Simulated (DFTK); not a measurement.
# SiC (Moissanite) (P6_3mc) in DFTK: equation of state

Aim: energy against volume of SiC (Moissanite) in PBE, for its equilibrium volume and stiffness.

Program: DFTK 0.8.2. These are calculated values, not measurements. Logs are shortened: lines on timing, memory, paths and dates and some standing lists are left out, and cuts for length are marked.

**1. The structure**

The structure is hexagonal, space group P6_3mc (No. 186). The conventional cell has a = 3.076 Å, b = 3.076 Å, c = 5.048 Å, α = 90.00°, β = 90.00°, γ = 120.00°. Si (site symmetry 3m) is surrounded by 4 C at 1.87 to 1.94 Å. C (site symmetry 3m) has 4 Si at 1.87 to 1.94 Å as nearest neighbours.

**2. Equation of state, PBE**

Contents of run.jl:

```julia
using DFTK
using PseudoPotentialData
using Unitful, UnitfulAtomic
using LinearAlgebra, Printf
include("save.jl")
disable_threading()

# lattice vectors are the columns
lattice = austrip(1u"Å") * [         3.076         -1.538            0.0;
                      0.0    2.663894142            0.0;
                      0.0            0.0          5.048]
symbols   = [:Si, :Si, :C, :C]
positions = [[0.6666666667, 0.3333333333, 0.5],
             [0.3333333333, 0.6666666667, 0.0],
             [0.6666666667, 0.3333333333, 0.885],
             [0.3333333333, 0.6666666667, 0.385]]
pseudopotentials = PseudoFamily("dojo.nc.sr.pbe.v0_4_1.standard.upf")
elements = Dict(s => ElementPsp(s, pseudopotentials) for s in unique(symbols))
atoms    = [elements[s] for s in symbols]

build_model(lattice, positions; symmetries=true) =
    model_DFT(lattice, atoms, positions;
              functionals=PBE(),
              temperature=austrip(0.05u"eV"),
              smearing=Smearing.FermiDirac(),
              symmetries)
Ecut  = 41.0  # hartree
kgrid = [10, 10, 5]
tol   = 1e-6
to_GPa = ustrip(uconvert(u"GPa", 1u"hartree/bohr^3"))

results["points"] = []
for scale in [0.94, 0.96, 0.98, 1.0, 1.02, 1.04, 1.06]
    println("\n=== scale = ", scale)
    model = build_model(cbrt(scale) * lattice, positions)
    basis = PlaneWaveBasis(model; Ecut, kgrid)
    t0 = time()
    scfres = self_consistent_field(basis;
                                   tol,
                                   nbandsalg=AdaptiveBands(model; n_bands_converge=13))
    seconds = time() - t0
    @printf "SCF: %d iterations, %.1f s\n" scfres.n_iter seconds
    forces = compute_forces_cart(scfres)
    stress = compute_stresses_cart(scfres)
    @printf "V = %.5f Å^3  F = %.8f Ha  max force = %.5f eV/Å  p = %.4f GPa\n" ustrip(auconvert(u"Å^3", model.unit_cell_volume)) scfres.energies.total ustrip(auconvert(u"eV/Å", maximum(norm, forces))) (-tr(stress) / 3 * to_GPa)
    push!(results["points"], save_scf!(scfres; forces, stress, d=Dict{String,Any}("seconds" => seconds, "n_matvec" => get(scfres, :n_matvec, 0))))
end

# third-order Birch-Murnaghan fit in x = V^(-2/3)
V = [0.94, 0.96, 0.98, 1.0, 1.02, 1.04, 1.06] * abs(det(lattice))
E = [p["total"] for p in results["points"]]
x = V .^ (-2 / 3)
c = [x .^ 0 x x .^ 2 x .^ 3] \ E
Δ = c[3]^2 - 3c[2] * c[4]
if Δ > 0
    x0 = (-c[3] + sqrt(Δ)) / 3c[4]
    B0 = 4 / 9 * x0^(7 / 2) * (2c[3] + 6c[4] * x0)
    @printf "V0 = %.4f Å^3  B0 = %.2f GPa\n" ustrip(auconvert(u"Å^3", x0^(-3 / 2))) B0 * to_GPa
end
```

Potentials or basis: dojo.nc.sr.pbe.v0_4_1.standard.upf (PBE).

Command:

```bash
julia --threads=1 run.jl  # save.jl only writes the numbers to a file and isn't shown; printed stress counts tension as positive; times include loading and compiling
```

Output:

```text
=== scale = 0.94
n     Energy            log10(ΔE)   log10(Δρ)   Diag   Δtime
---   ---------------   ---------   ---------   ----   ------
  1   -20.35205321503                   -0.41    5.4    13.2s
  2   -20.50934955645       -0.80       -0.82    3.3    8.76s
  3   -20.53095770072       -1.67       -1.45    3.2    9.38s
  4   -20.53159632503       -3.19       -2.05    2.1    8.06s
  5   -20.53169462664       -4.01       -3.10    2.0    6.67s
  6   -20.53169872059       -5.39       -3.46    3.7    9.63s
  7   -20.53169877010       -7.31       -3.77    1.2    6.27s
  8   -20.53169879482       -7.61       -4.77    2.1    6.74s
  9   -20.53169879554       -9.14       -5.69    4.1    9.32s
 10   -20.53169879555      -11.12       -5.96    3.7    13.4s
[... 55 further cycles ...]
  3   -20.53632322195       -1.78       -1.55    3.1    19.3s
  4   -20.53665248665       -3.48       -2.23    1.8    12.2s
  5   -20.53671001519       -4.24       -3.17    2.1    13.6s
  6   -20.53671205378       -5.69       -3.61    4.0    19.9s
  7   -20.53671211440       -7.22       -4.31    2.0    13.7s
  8   -20.53671211965       -8.28       -4.45    3.3    18.4s
  9   -20.53671212078       -8.94       -5.26    1.6    11.8s
 10   -20.53671212086      -10.11       -5.56    3.4    19.0s
 11   -20.53671212087      -11.29       -5.79    1.2    11.4s
 12   -20.53671212087      -11.56       -6.89    2.1    15.3s
SCF: 12 iterations, 196.5 s
V = 43.84585 Å^3  F = -20.53671212 Ha  max force = 0.67192 eV/Å  p = -8.1158 GPa
V0 = 42.0766 Å^3  B0 = 211.98 GPa
```

Run time: 27 min. Hardware: 1 thread of Intel Xeon Platinum 8488C (Sapphire Rapids), shared host; peak memory 2.5 GiB.

Results:

- Equilibrium volume: 10.52 Å³/atom
- Bulk modulus at fixed shape and positions: 212 GPa
- Pressure derivative of the bulk modulus: 3.9

Energy against volume, from the lowest point:
| volume (Å³/atom) | energy (meV/atom) |
| --- | --- |
| 9.721 | 45.56 |
| 9.927 | 24.15 |
| 10.134 | 9.85 |
| 10.341 | 2.00 |
| 10.548 | 0.00 |
| 10.755 | 3.31 |
| 10.961 | 11.45 |

Caveat: the cell was scaled at fixed shape and fractional positions, which overstates the stiffness of a crystal with free parameters, most of all of layers and chains.

**3. Single point, PBE, 9.72 Å³/atom (volume scaled by 0.94)**

run.jl is that of step 2.

Potentials or basis: dojo.nc.sr.pbe.v0_4_1.standard.upf (PBE).

Command:

```bash
julia --threads=1 run.jl  # one pass of the loop, scale = 0.94; save.jl only writes the numbers to a file and isn't shown; printed stress counts tension as positive; times include loading and compiling
```

It took 1.7 min on 1 thread of Intel Xeon Platinum 8488C (Sapphire Rapids), shared host.

Results (log left out):

```yaml
Free_energy: -558.6960 eV
Pressure: 19.4 GPa
Largest_force: 0.863 eV/Å
Band_gap_on_the_k_mesh: 2.39 eV, indirect (least direct gap 4.22 eV)
```

Caveat: an odd mesh through Γ misses points on the zone boundary, where band edges often lie.

**4. Single point, PBE, 9.93 Å³/atom (volume scaled by 0.96)**

run.jl is that of step 3.

Command:

```bash
julia --threads=1 run.jl  # one pass of the loop, scale = 0.96; save.jl only writes the numbers to a file and isn't shown; printed stress counts tension as positive; times include loading and compiling
```

Run time: 85 s. Hardware: 1 thread of Intel Xeon Platinum 8488C (Sapphire Rapids), shared host.

Results (log left out):

```yaml
Free_energy: -558.7816 eV
Pressure: 13.7 GPa
Largest_force: 0.826 eV/Å
Band_gap_on_the_k_mesh: 2.42 eV, indirect (least direct gap 4.17 eV)
```

Caveat: an odd mesh through Γ misses points on the zone boundary, where band edges often lie.

**5. Single point, PBE, 10.13 Å³/atom (volume scaled by 0.98)**

run.jl is that of step 4.

Command:

```bash
julia --threads=1 run.jl  # one pass of the loop, scale = 0.98; save.jl only writes the numbers to a file and isn't shown; printed stress counts tension as positive; times include loading and compiling
```

It took 86 s on 1 thread of Intel Xeon Platinum 8488C (Sapphire Rapids), shared host.

It converged, with:

```yaml
Free_energy: -558.8388 eV
Pressure: 8.4 GPa
Largest_force: 0.792 eV/Å
Band_gap_on_the_k_mesh: 2.46 eV, indirect (least direct gap 4.13 eV)
```

Caveat: an odd mesh through Γ misses points on the zone boundary, where band edges often lie.

**6. Single point, PBE, 10.34 Å³/atom**

run.jl is that of step 5.

Potentials or basis: dojo.nc.sr.pbe.v0_4_1.standard.upf (PBE).

Command:

```bash
julia --threads=1 run.jl  # one pass of the loop, scale = 1.0; save.jl only writes the numbers to a file and isn't shown; printed stress counts tension as positive; times include loading and compiling
```

It took 88 s on 1 thread of Intel Xeon Platinum 8488C (Sapphire Rapids), shared host.

The run converged. Its results:

| Property | Result |
| --- | --- |
| Free energy | -558.8702 eV |
| Pressure | 3.7 GPa |
| Largest force | 0.760 eV/Å |
| Band gap on the k mesh | 2.49 eV, indirect (least direct gap 4.09 eV) |

Caveat: an odd mesh through Γ misses points on the zone boundary, where band edges often lie.

**7. Single point, PBE, 10.55 Å³/atom (volume scaled by 1.02)**

run.jl is that of step 6.

Command:

```bash
julia --threads=1 run.jl  # one pass of the loop, scale = 1.02; save.jl only writes the numbers to a file and isn't shown; printed stress counts tension as positive; times include loading and compiling
```

Wall time 92 s (1 thread of Intel Xeon Platinum 8488C (Sapphire Rapids), shared host).

Results (log left out):

| Quantity | Value |
| --- | --- |
| Free energy | -558.8782 eV |
| Pressure | -0.6 GPa |
| Largest force | 0.729 eV/Å |
| Band gap on the k mesh | 2.52 eV, indirect (least direct gap 4.04 eV) |

Caveat: an odd mesh through Γ misses points on the zone boundary, where band edges often lie.

**8. Single point, PBE, 10.75 Å³/atom (volume scaled by 1.04)**

run.jl is that of step 7.

Command:

```bash
julia --threads=1 run.jl  # one pass of the loop, scale = 1.04; save.jl only writes the numbers to a file and isn't shown; printed stress counts tension as positive; times include loading and compiling
```

Wall time 1.7 min (1 thread of Intel Xeon Platinum 8488C (Sapphire Rapids), shared host).

Results (log left out):

| Property | Result |
| --- | --- |
| Free energy | -558.8650 eV |
| Pressure | -4.6 GPa |
| Largest force | 0.700 eV/Å |
| Band gap on the k mesh | 2.53 eV, indirect (least direct gap 4.00 eV) |

Caveat: an odd mesh through Γ misses points on the zone boundary, where band edges often lie.

**9. Single point, PBE, 10.96 Å³/atom (volume scaled by 1.06)**

run.jl is that of step 8.

Potentials or basis: dojo.nc.sr.pbe.v0_4_1.standard.upf (PBE).

Command:

```bash
julia --threads=1 run.jl  # one pass of the loop, scale = 1.06; save.jl only writes the numbers to a file and isn't shown; printed stress counts tension as positive; times include loading and compiling
```

Run time: 3.3 min. Hardware: 1 thread of Intel Xeon Platinum 8488C (Sapphire Rapids), shared host.

It converged, with:

- Free energy: -558.8324 eV
- Pressure: -8.1 GPa
- Largest force: 0.672 eV/Å
- Band gap on the k mesh: 2.49 eV, indirect (least direct gap 3.96 eV)

Caveat: an odd mesh through Γ misses points on the zone boundary, where band edges often lie.
